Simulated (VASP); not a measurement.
Wanted: the native input for a VASP 6.6.1 run.

- Task: relaxation of cell and atoms
- Functional: PBE
- Dispersion: D3(BJ)
- Potentials or basis: VASP PAW PBE potentials, release 64 (N, B)
- Cutoff: 600 eV
- k mesh: 13 × 13 × 13
- Occupations: fermi-dirac, width 0.05 eV
- Spin: no spin polarisation
- Further INCAR settings: ALGO = Normal; EDIFF = 1e-06; IBRION = 2; EDIFFG = -0.01; NSW = 40; ISIF = 3

The structure of BN lies in POSCAR:

```
BN
1.0
    0.0000000000      1.8130010000      1.8130010000
    1.8130010000      0.0000000000      1.8130010000
    1.8130010000      1.8130010000      0.0000000000
N B
1 1
Direct
    0.2500000000      0.2500000000      0.2500000000
    0.0000000000      0.0000000000      0.0000000000
```

The cell is a database's computed one.

The input as run:

INCAR

```
  PREC = Accurate
  ENCUT = 600
  EDIFF = 1E-6
  ISMEAR = -1
  SIGMA = 0.05
  LREAL = False
  LASPH = True
  NELM = 80
  ALGO = Normal
  ISIF = 3
  LWAVE = False
  LCHARG = False
  GGA = PE
  IVDW = 12
  IBRION = 2
  NSW = 40
  EDIFFG = -0.01
```

KPOINTS

```
regular mesh
0
Gamma
  13 13 13
```

Potentials or basis: VASP PAW PBE potentials, release 64 (N, B).

Launch:

```bash
$ cat potpaw_PBE.64/N/POTCAR potpaw_PBE.64/B/POTCAR > POTCAR
$ mpirun -np 1 vasp_std > vasp.out
```

It gave:

| Item | Value |
| --- | --- |
| Relaxed volume | 5.86 Å³/atom |
| Relaxed cell | a = 2.550 Å, b = 2.550 Å, c = 2.550 Å, α = 60.00°, β = 60.00°, γ = 60.00° |
| Space group after relaxing (to 0.05 Å) | F-43m (No. 216) |
| Energy gained by relaxing | 1.8 meV/atom |
| Ionic steps | 3 |
| Pressure after relaxing | 0.0 GPa |
| Band gap on the k mesh | 4.54 eV, indirect (least direct gap 8.85 eV) |
| Dispersion energy per atom | -0.211 eV |

Caveat: an odd mesh through Γ misses points on the zone boundary, where band edges often lie.

Run time: 7.3 s on 1 thread of Intel(R) Xeon(R) 6975P-C (Granite Rapids), on a shared host, peak memory 0.14 GiB.
